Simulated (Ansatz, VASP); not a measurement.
# Cross-check of KCl (Sylvite) between VASP and Ansatz, part 2 of 2

One calculation is typed for both programs; each brings its own data sets and cutoff. How far apart do they land? The cell is taken from a series of VASP runs on this material, whose earlier steps may have relaxed, scaled or displaced it; both programs get it as it stands.

VASP 6.6.1 and Ansatz 0.2.0.

So far: The starting structure; Ansatz: band structure, HSE06.

## Step 3: VASP: band structure, HSE06

Level of this step: HSE06; plane waves and PAW (K_sv, Cl) (VASP).

The same cell, functional, mesh and smearing now go to VASP, with its own data sets and cutoff.

Lines of VASP's logs that name or quote its potential files are left out, and so is its time.

The run reads the wave functions of an earlier VASP run, which isn't shown here.

Input file INCAR:

```
SYSTEM = KCl
PREC = Accurate
ENCUT = 350
EDIFF = 1E-06
NELM = 100
ISMEAR = 0
SIGMA = 0.03
LREAL = .FALSE.
ALGO = Normal
LHFCALC = .TRUE.
AEXX = 0.25
GGA = PE
HFSCREEN = 0.2
LASPH = .TRUE.
NBANDS = 14
PRECFOCK = Fast
LORBIT = 11
LWAVE = .FALSE.
LCHARG = .FALSE.
KPAR = 4
```

Input file POSCAR:

```
KCl
1.0
    0.0000000000      3.1394000000      3.1394000000
    3.1394000000      0.0000000000      3.1394000000
    3.1394000000      3.1394000000      0.0000000000
K Cl
1 1
Direct
    0.0000000000      0.0000000000      0.0000000000
    0.5000000000      0.5000000000      0.5000000000
```

Input file KPOINTS:

```
Automatic mesh
0
Gamma
4 4 4
0 0 0
```

Input file KPOINTS_OPT:

```
Line mode
10
Line-mode
Reciprocal
  0.00000000   0.00000000   0.00000000 GAMMA
  0.50000000   0.00000000   0.50000000 X

  0.50000000   0.00000000   0.50000000 X
  0.50000000   0.25000000   0.75000000 W

  0.50000000   0.25000000   0.75000000 W
  0.37500000   0.37500000   0.75000000 K

  0.37500000   0.37500000   0.75000000 K
  0.00000000   0.00000000   0.00000000 GAMMA

  0.00000000   0.00000000   0.00000000 GAMMA
  0.50000000   0.50000000   0.50000000 L

  0.50000000   0.50000000   0.50000000 L
  0.62500000   0.25000000   0.62500000 U

  0.62500000   0.25000000   0.62500000 U
  0.50000000   0.25000000   0.75000000 W

  0.50000000   0.25000000   0.75000000 W
  0.50000000   0.50000000   0.50000000 L

  0.50000000   0.50000000   0.50000000 L
  0.37500000   0.37500000   0.75000000 K

  0.62500000   0.25000000   0.62500000 U
  0.50000000   0.00000000   0.50000000 X
```

PAW data sets: K_sv and Cl (PBE family, release 64).

On the command line:

```console
$ mpirun -np 4 vasp_std
```

Numbers of over 12 decimals in the logs are rounded to 6 here.

The program printed:

```text
[banner, memory and clock lines left out]
running    4 mpi-ranks, on    1 nodes
 distrk:  each k-point on    1 cores,    4 groups
 distr:  one band on    1 cores,    1 groups

 POSCAR found type information on POSCAR K Cl
 POSCAR found :  2 types and       2 ions
 LDA part: xc-table for (Slater+PW92), standard interpolation
 found WAVECAR, reading the header
 POSCAR, INCAR and KPOINTS ok, starting setup
 FFT: planning ... GRIDC
 FFT: planning ... GRID_SOFT
 FFT: planning ... GRID
 reading WAVECAR
 the WAVECAR file was read successfully
 initial charge from wavefunction
 entering main loop
       N       E                     dE             d eps       ncg     rms          rms(c)
DAV:   1    -0.788284070722E+01   -0.78828E+01   -0.61688E-01   260   0.806E+00    0.235E+00
DAV:   2    -0.788456810992E+01   -0.17274E-02   -0.17996E-02   294   0.105E+00    0.162E+00
DAV:   3    -0.788093753617E+01    0.36306E-02   -0.43917E-03   254   0.404E-01    0.101E+00
DAV:   4    -0.788048271460E+01    0.45482E-03   -0.12058E-03   266   0.212E-01    0.628E-01
DAV:   5    -0.788038912649E+01    0.93588E-04   -0.13677E-04   298   0.841E-02    0.381E-01
DAV:   6    -0.788035389778E+01    0.35229E-04   -0.27242E-05   262   0.451E-02    0.225E-01
DAV:   7    -0.788034599524E+01    0.79025E-05   -0.11788E-05   252   0.282E-02    0.132E-01
DAV:   8    -0.788034569376E+01    0.30148E-06   -0.43488E-06   242   0.171E-02
   1 F= -.78803457E+01 E0= -.78803457E+01  d E =-.163909E-15
 Start KPOINTS_OPT (optional k-point list driver)
k-point batch [1-8\100]
       N       E                     dE             ncg
DAV:   1    -0.769641922008E+03   -0.20016E+04      224
DAV:   2    -0.153745778087E+04   -0.76782E+03      278
DAV:   3    -0.159455314250E+04   -0.57095E+02      284
DAV:   4    -0.159660011819E+04   -0.20470E+01      324
DAV:   5    -0.159663750831E+04   -0.37390E-01      284
DAV:   6    -0.159663835301E+04   -0.84469E-03      330
DAV:   7    -0.159663837280E+04   -0.19790E-04      278
DAV:   8    -0.159663837297E+04   -0.17397E-06      172
[...]
k-point batch [97-100\100]
       N       E                     dE             ncg
DAV:   1     0.134557730039E+04   -0.21615E+04      112
DAV:   2     0.976702326046E+03   -0.36887E+03      136
DAV:   3     0.950281362115E+03   -0.26421E+02      154
DAV:   4     0.949118995588E+03   -0.11624E+01      192
DAV:   5     0.949098792724E+03   -0.20203E-01      142
DAV:   6     0.949098440765E+03   -0.35196E-03      168
DAV:   7     0.949098434434E+03   -0.63313E-05      136
DAV:   8     0.949098434390E+03   -0.43910E-07       92
```

Parts of OUTCAR (step 3):

```text
ion  position               nearest neighbor table
   1  0.000  0.000  0.000-   2 3.14   2 3.14   2 3.14   2 3.14   2 3.14   2 3.14
   2  0.500  0.500  0.500-   1 3.14   1 3.14   1 3.14   1 3.14   1 3.14   1 3.14

  LATTYP: Found a face centered cubic cell.
 ALAT       =     6.2788000000

 Subroutine GETGRP returns: Found 48 space group operations
 (whereof 48 operations were pure point group operations)

The static configuration has the point symmetry O_h .

 Found      8 irreducible k-points:

   k-points           NKPTS =      8   k-points in BZ     NKDIM =     64   number of bands    NBANDS=     14

   dimension x,y,z NGX =    28 NGY =   28 NGZ =   28
   dimension x,y,z NGXF=    56 NGYF=   56 NGZF=   56

   ENCUT  =  350.0 eV  25.72 Ry    5.07 a.u.   6.77  6.77  6.77*2*pi/ulx,y,z

   NELECT =      16.0000    total number of electrons

 k-points in reciprocal lattice and weights: Automatic mesh
   0.00000000  0.00000000  0.00000000       0.016
   0.25000000  0.00000000  0.00000000       0.125
   0.50000000  0.00000000  0.00000000       0.062
   0.25000000  0.25000000  0.00000000       0.094
   0.50000000  0.25000000  0.00000000       0.375
  -0.25000000  0.25000000  0.00000000       0.188
   0.50000000  0.50000000  0.00000000       0.047
  -0.25000000  0.50000000  0.25000000       0.094

  exchange ACFDT corr.  =         0.00000000  see jH, gK, PRB 81, 115126

 average (electrostatic) potential at core
       1 -31.4869       2 -90.4485

 E-fermi :  -2.6573

 k-point     1 :       0.0000    0.0000    0.0000
  band No.  band energies     occupation
    ...
      4     -14.1724      2.00000
      5     -14.1724      2.00000
      6      -2.8194      2.00000
      7      -2.8194      2.00000
      8      -2.8194      2.00000
      9       3.7231      0.00000
     10       7.1262      0.00000
     11       7.1262      0.00000
     12       7.1262      0.00000
     13       8.1381      0.00000
    ...

 k-point     2 :       0.2500    0.0000    0.0000
  band No.  band energies     occupation
    ...
      4     -14.1758      2.00000
      5     -14.0542      2.00000
      6      -3.4291      2.00000
      7      -2.9954      2.00000
      8      -2.9953      2.00000
      9       5.0115      0.00000
     10       6.8390      0.00000
     11       7.9334      0.00000
     12       7.9335      0.00000
     13       8.9860      0.00000
    ...

 k-point     3 :       0.5000    0.0000    0.0000
  band No.  band energies     occupation
    ...
      4     -14.1792      2.00000
      5     -13.9428      2.00000
      6      -3.9319      2.00000
      7      -3.1609      2.00000
      8      -3.1609      2.00000
      9       6.1234      0.00000
     10       7.3338      0.00000
     11       9.5450      0.00000
     12       9.5450      0.00000
     13      10.1290      0.00000
    ...

  energy-cutoff  :      350.00
  volume of cell :       61.88
      direct lattice vectors                 reciprocal lattice vectors
     0.000000000  3.139400000  3.139400000    -0.159266102  0.159266102  0.159266102
     3.139400000  0.000000000  3.139400000     0.159266102 -0.159266102  0.159266102
     3.139400000  3.139400000  0.000000000     0.159266102  0.159266102 -0.159266102

 POSITION                                       TOTAL-FORCE (eV/Angst)
 -----------------------------------------------------------------------------------
      0.00000      0.00000      0.00000        -0.000000     -0.000000     -0.000000
      3.13940      3.13940      3.13940         0.000000      0.000000      0.000000
 -----------------------------------------------------------------------------------
    total drift:                                0.000000      0.000000     -0.000000

  FREE ENERGIE OF THE ION-ELECTRON SYSTEM (eV)
  ---------------------------------------------------
  free  energy   TOTEN  =        -7.8803456938 eV

  energy  without entropy=       -7.8803456938  energy(sigma->0) =       -7.88034569

 total charge
# of ion       s       p       d       tot
------------------------------------------
    1        1.958   5.625   0.020   7.603
    2        1.581   3.589   0.000   5.170
--------------------------------------------------
tot          3.539   9.214   0.020  12.773

[... 3 further parts left out ...]
```

The k-mesh is coarse for exact exchange; levels may shift by about 0.1 eV on a finer one.

## Step 4: Differences

Known differences besides the potentials themselves: exact exchange at q = 0 is treated differently, which shows on coarse meshes; VASP keeps PBE cores, Ansatz makes them for the functional; the cutoff is 420 eV in Ansatz and 350 eV in VASP; VASP takes a coarser grid for exact exchange (PRECFOCK = Fast). Total energies have different zeros and are not compared.

Compared:

| quantity | Ansatz | VASP | difference |
| --- | --- | --- | --- |
| gap over the path points (eV) | 6.548 | 6.543 | +0.005 |

Levels at points of the path, from each program's valence-band top (eV; 3 filled, then empty):

| k (reciprocal lattice) | Ansatz | VASP |
| --- | --- | --- |
| 0.000 0.000 0.000 | 0.00 0.00 0.00 6.55 9.94 9.94 | 0.00 0.00 0.00 6.54 9.95 9.95 |
| 0.500 0.000 0.500 | -0.70 -0.24 -0.24 7.91 9.87 11.56 | -0.71 -0.24 -0.24 7.91 9.88 11.56 |
| 0.500 0.222 0.722 | -0.54 -0.51 -0.46 9.20 9.80 10.96 | -0.54 -0.51 -0.47 9.20 9.80 10.98 |
| 0.403 0.347 0.750 | -0.59 -0.58 -0.32 8.74 10.48 10.88 | -0.60 -0.58 -0.32 8.74 10.49 10.89 |
| 0.125 0.125 0.250 | -0.44 -0.14 -0.10 7.47 9.54 10.34 | -0.44 -0.14 -0.10 7.46 9.55 10.35 |
| 0.278 0.278 0.278 | -0.70 -0.21 -0.21 8.05 9.67 10.92 | -0.70 -0.20 -0.20 8.05 9.67 10.93 |
| 0.556 0.389 0.556 | -0.97 -0.40 -0.34 9.13 9.99 11.88 | -0.97 -0.40 -0.34 9.13 9.99 11.90 |
| 0.583 0.250 0.667 | -0.59 -0.57 -0.34 8.79 10.38 10.89 | -0.59 -0.57 -0.34 8.79 10.39 10.90 |
| 0.500 0.306 0.694 | -0.66 -0.49 -0.41 9.45 9.58 11.16 | -0.67 -0.49 -0.41 9.45 9.58 11.18 |
| 0.486 0.486 0.528 | -1.10 -0.35 -0.34 8.96 10.15 12.32 | -1.10 -0.35 -0.34 8.96 10.14 12.33 |

Among the levels compared at these points, filled levels agree within 3 meV and empty ones within 20 meV.

## Step 5: Results

```
difference in gap over the path points (band structure, HSE06) : 0.0050 eV
```

**Reading.** The difference in gap over the path points is 0.0050 eV (band structure, HSE06), within the 0.08 eV picked in this series as the mark of a large difference. How closely two codes agree says nothing of how well the functional describes the real material.

[Lines on the potential files, build, host, timing and source positions are cut from VASP's logs without a mark.]

[Logs are printed without paths, hosts, clocks, repeated set-up lines and the standing remarks that a program may print on its own settings, such as how far it seeks lower states.]

[Hosts, paths, dates, database ids (printed as entryN), source tags and the programs' standing remarks are cut or masked in the printed files.]
